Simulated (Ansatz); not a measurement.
# Hafnium, diamond under LDA: from relaxation to bulk modulus, part 2 of 2

The plan for hafnium in the diamond structure: relax it, solve it on a dense k-mesh, switch on spin-orbit coupling, then scale the cell to 7 volumes from 88 to 112 % of the relaxed one and try a fit of the equation of state. The k-meshes are 9×9×9 for the relaxation; 14×14×14 for the dense run; 9×9×9 for spin-orbit coupling; 10×10×10 for the volumes.

Ansatz 0.2.0; DFT, LDA (PW92), plane waves (420 eV) with PAW, scalar-relativistic.

## 9. The cell scaled to 104 % of its volume

This is Hf in the diamond structure; at room conditions it is hcp.

Input file input.yaml:

```yaml
crystal:
  lattice:
    - [0.0, 3.1537994039, 3.1537994039]
    - [3.1537994039, 0.0, 3.1537994039]
    - [3.1537994039, 3.1537994039, 0.0]
  atoms:
    - { symbol: Hf, position: [0.125, 0.125, 0.125] }
    - { symbol: Hf, position: [0.875, 0.875, 0.875] }
hamiltonian:
  xc: lda
  pseudopotentials:
    kind: paw
    azcp:
      Hf: "pseudopotentials/Hf.paw.azcp"
basis:
  ecutwfc: 420
  fft_grid_basis: typed
kpoints:
  mp_grid: { grid: [10, 10, 10], shift: [0, 0, 0] }
magnetization:
  spin_polarized: false
scf:
  occupations: { method: fermi_dirac, width: 0.1 }
  lower_state_search: "off"
output:
  stress: true
```

The log of the run, shortened:

```text
Warning: <dir> the record states the generating functional pbe (its physics header spells it `PBE`), which answers neither for hamiltonian.xc's functional nor for the lda family's — results may be inconsistent (PPs are generated against a specific XC)
Warning: RAYON_NUM_THREADS=2 ignored (pool sized by the plan → 2); use --threads N
[...]
Pseudopotentials: kind: paw
Pseudopotential: Hf, paw, valence charge 26, recommended cutoff 420 eV (normal), <dir>
Functional definition: SPW92
[...]
Crystal: 2 atoms, lattice volume = 62.738 Å³
Basis set: ecut = 420 eV, 1243 PW (Γ)
Bands: 32, of which v1, the nominal top of the filled ones, is band 26 counted from 1 (25 counted from 0)
Symmetry: 48 space group operations
Space group: Fd-3m (ITA 227), of the structure as read, at distance tolerance 4.0e-5 Å
k-points: 47 of 1000
[...]
SCF iter   1: F=—  HF=-30948.307635 eV  |F-HF|=—  |Δ(HF+E_count)|=         —  Δρ=5.94e-3  dr2=8.45e-3  ethr=1.77e-3  ⟨swp⟩=4.9  Hψ=4979  notcnv=0
[...]
SCF iter   7: F=-30948.306623 eV  HF=-30948.306623 eV  |F-HF|=5.49e-10  |Δ(HF+E_count)|=   3.99e-8  Δρ=5.10e-7  dr2=2.11e-10  ethr=6.15e-11  ⟨swp⟩=4.8  Hψ=5539  notcnv=0
[...]
SCF converged after 7 iterations
Free energy (F): -30948.306623 eV
[...]
E sigma→0 (E₀):  -30948.231079 eV
Entropy (-TS):   -0.151088 eV (-75.544 meV/atom)
Fermi energy:    12.461603 eV
[...]
--- Stress (GPa, compression-positive) ---
       -1.119508      -0.000000      -0.000000
        0.000000      -1.119508      -0.000000
       -0.000000       0.000000      -1.119508
  P = ⅓ Tr σ = -1.1195 GPa (-11.195 kbar)
```

Run time: 2.7 s. Hardware: 2 threads of an Arm CPU, shared host; peak memory 0.35 GiB.

## 10. The cell scaled to 108 % of its volume

Changes to input.yaml since step 9:

```diff
@@ -2,5 +2,5 @@
   lattice:
-    - [0.0, 3.1537994039, 3.1537994039]
-    - [3.1537994039, 0.0, 3.1537994039]
-    - [3.1537994039, 3.1537994039, 0.0]
+    - [0.0, 3.1937251538, 3.1937251538]
+    - [3.1937251538, 0.0, 3.1937251538]
+    - [3.1937251538, 3.1937251538, 0.0]
   atoms:
@@ -26 +26,5 @@
   stress: true
+  write_density: true
+  write_potential: true
+  elf: true
+  volumetric_format: npy
```

The log of the run, shortened:

```text
Warning: <dir> the record states the generating functional pbe (its physics header spells it `PBE`), which answers neither for hamiltonian.xc's functional nor for the lda family's — results may be inconsistent (PPs are generated against a specific XC)
Warning: RAYON_NUM_THREADS=2 ignored (pool sized by the plan → 2); use --threads N
[...]
[... 3 set-up lines as earlier in the session ...]
[...]
Crystal: 2 atoms, lattice volume = 65.151 Å³
Basis set: ecut = 420 eV, 1243 PW (Γ)
Bands: 32, of which v1, the nominal top of the filled ones, is band 26 counted from 1 (25 counted from 0)
[... 2 set-up lines as earlier in the session ...]
k-points: 47 of 1000
[...]
SCF iter   1: F=—  HF=-30948.281981 eV  |F-HF|=—  |Δ(HF+E_count)|=         —  Δρ=5.43e-3  dr2=6.75e-3  ethr=1.77e-3  ⟨swp⟩=4.5  Hψ=4932  notcnv=0
[...]
SCF iter   7: F=-30948.281830 eV  HF=-30948.281830 eV  |F-HF|=4.18e-10  |Δ(HF+E_count)|=   5.21e-8  Δρ=2.97e-6  dr2=3.35e-9  ethr=1.92e-10  ⟨swp⟩=9.7  Hψ=11422  notcnv=0
[...]
SCF converged after 7 iterations
Free energy (F): -30948.281830 eV
[...]
E sigma→0 (E₀):  -30948.204048 eV
Entropy (-TS):   -0.155563 eV (-77.781 meV/atom)
Fermi energy:    11.869751 eV
[...]
--- Stress (GPa, compression-positive) ---
       -2.148174       0.000000       0.000000
       -0.000000      -2.148174      -0.000000
       -0.000000      -0.000000      -2.148174
  P = ⅓ Tr σ = -2.1482 GPa (-21.482 kbar)
--- Band table (eV; the first three rows and the last of 47) ---
[...]
```

Run time: 3.3 s. Hardware: 2 threads of an Arm CPU, shared host; peak memory 0.37 GiB.

## 11. The cell scaled to 112 % of its volume

Changes to input.yaml since step 10:

```diff
@@ -2,5 +2,5 @@
   lattice:
-    - [0.0, 3.1937251538, 3.1937251538]
-    - [3.1937251538, 0.0, 3.1937251538]
-    - [3.1937251538, 3.1937251538, 0.0]
+    - [0.0, 3.2326768604, 3.2326768604]
+    - [3.2326768604, 0.0, 3.2326768604]
+    - [3.2326768604, 3.2326768604, 0.0]
   atoms:
@@ -26,5 +26 @@
   stress: true
-  write_density: true
-  write_potential: true
-  elf: true
-  volumetric_format: npy
```

The log of the run, shortened:

```text
Warning: <dir> the record states the generating functional pbe (its physics header spells it `PBE`), which answers neither for hamiltonian.xc's functional nor for the lda family's — results may be inconsistent (PPs are generated against a specific XC)
Warning: RAYON_NUM_THREADS=2 ignored (pool sized by the plan → 2); use --threads N
[...]
[... 3 set-up lines as earlier in the session ...]
[...]
Crystal: 2 atoms, lattice volume = 67.564 Å³
Basis set: ecut = 420 eV, 1363 PW (Γ)
Bands: 32, of which v1, the nominal top of the filled ones, is band 26 counted from 1 (25 counted from 0)
[... 1 set-up line as earlier in the session ...]
Space group: Fd-3m (ITA 227), of the structure as read, at distance tolerance 4.1e-5 Å
k-points: 47 of 1000
[...]
SCF iter   1: F=—  HF=-30948.242090 eV  |F-HF|=—  |Δ(HF+E_count)|=         —  Δρ=4.96e-3  dr2=5.49e-3  ethr=1.77e-3  ⟨swp⟩=4.4  Hψ=4889  notcnv=0
[...]
SCF iter   7: F=-30948.242548 eV  HF=-30948.242548 eV  |F-HF|=5.86e-10  |Δ(HF+E_count)|=   1.21e-7  Δρ=4.01e-6  dr2=5.18e-9  ethr=1.92e-10  ⟨swp⟩=4.4  Hψ=5609  notcnv=0
[...]
SCF converged after 7 iterations
Free energy (F): -30948.242548 eV
[...]
E sigma→0 (E₀):  -30948.162696 eV
Entropy (-TS):   -0.159703 eV (-79.852 meV/atom)
Fermi energy:    11.325150 eV
[...]
--- Stress (GPa, compression-positive) ---
       -3.051062      -0.000000       0.000000
        0.000000      -3.051062      -0.000000
        0.000000       0.000000      -3.051062
  P = ⅓ Tr σ = -3.0511 GPa (-30.511 kbar)
```

Wall time 2.5 s (2 threads of an Arm CPU, shared host); peak memory 0.36 GiB.

## 12. Fitting the volumes

All volumes keep the relaxed shape and fractional coordinates.

| V (Å³/atom) | E − E₀ (meV/atom) | P from the stress (GPa) | P from the fit (GPa) |
| --- | --- | --- | --- |
| 26.543 | 49.3 | 5.20 | 4.80 |
| 27.750 | 20.4 | 3.17 | 2.93 |
| 28.956 | 4.6 | 1.49 | 1.31 |
| 30.163 | 0.0 | 0.08 | -0.07 |
| 31.369 | 5.2 | -1.12 | -1.27 |
| 32.576 | 18.7 | -2.15 | -2.29 |
| 33.782 | 39.4 | -3.05 | -3.17 |

A third-order Birch-Murnaghan fit gives V₀ = 30.093 Å³/atom, B₀ = 32 GPa and B₀′ = 2.8; it misses no point by more than 0.02 meV/atom.

The fit is made to E(σ → 0), while the stress belongs to the free energy F; that is one source of the offset between the two pressures.

## 13. Results

What follows sums up all 2 parts.

| quantity | value |
| --- | --- |
| space group (spins left aside) | Fd-3m (No. 227) |
| conventional cell | a = 6.226 Å |
| volume | 30.163 Å³/atom |
| shortest distance | 2.696 Å |
| gap on the mesh | none (levels filled in part) |
| relative to hcp | +2737 meV/atom |
| V₀, B₀, B₀′ | 30.093 Å³/atom, 32 GPa, 2.8 |

In words: From the guessed start the volume shrank by 0.2 % in 3 steps. It lies 2737 meV/atom above the element's reference form at the same level (hcp, from a run of its own), so it is far from stable. Levels at the Fermi energy are filled in part, as in a metal. The total energy of the spin-orbit run lies -17.8 eV/atom from the scalar one, but the two kinds of run don't share a zero of energy: only differences within one kind count. The fitted modulus is 32 GPa. The symmetry was held, so the structure may be unstable against distortions that break it.
